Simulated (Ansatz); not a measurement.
Crystal: NbAs.

```
Nb As
1.0
    -1.72585    1.72585    5.84000
     1.72585   -1.72585    5.84000
     1.72585    1.72585   -5.84000
Nb As
2 2
Direct
  0.50000 0.00000 0.50000
  0.75000 0.75000 0.00000
  0.91600 0.41600 0.50000
  0.16600 0.16600 0.00000
```

* Program: Ansatz 0.2.0
* Task: relaxation of cell and atoms
* Functional: PBE
* Potentials or basis: Ansatz PAW
* Cutoff: 420 eV (not typed: the program's choice for these potentials)
* k mesh: 11 × 11 × 11
* Occupations: fermi-dirac, width 0.05 eV
* Spin: no spin polarisation

At the start: volume 17.39 Å³/atom.

Q: How do energy, volume and symmetry change on relaxing?

A: It ends after 5 steps and the volume is 17.72 Å³/atom (+1.9 %); space group I4_1md (No. 109, to 0.05 Å).

Step by step:
```tsv
step	energy change (eV)	largest force (eV/Å)	volume (Å³)
1	0.0000	0.2978	69.58
2	-0.0059	0.1192	72.23
3	-0.0204	0.0006	70.95
4	-0.0205	0.0019	70.89
5	-0.0207	0.0019	70.89
```

Final structure:
```xyz
4
Lattice="-1.7367 1.7367 5.8761 1.7367 -1.7367 5.8761 1.7367 1.7367 -5.8761" Properties=species:S:1:pos:R:3 pbc="T T T"
Nb    0.0000    1.7367   -0.0129
Nb    0.0000    0.0000    8.8011
As    0.0000    1.7367    4.9018
As    0.0000    0.0000    1.9638
```

Caveat: the plane-wave basis is chosen anew once the cell has moved, so the energies of steps on either side of that aren't comparable.
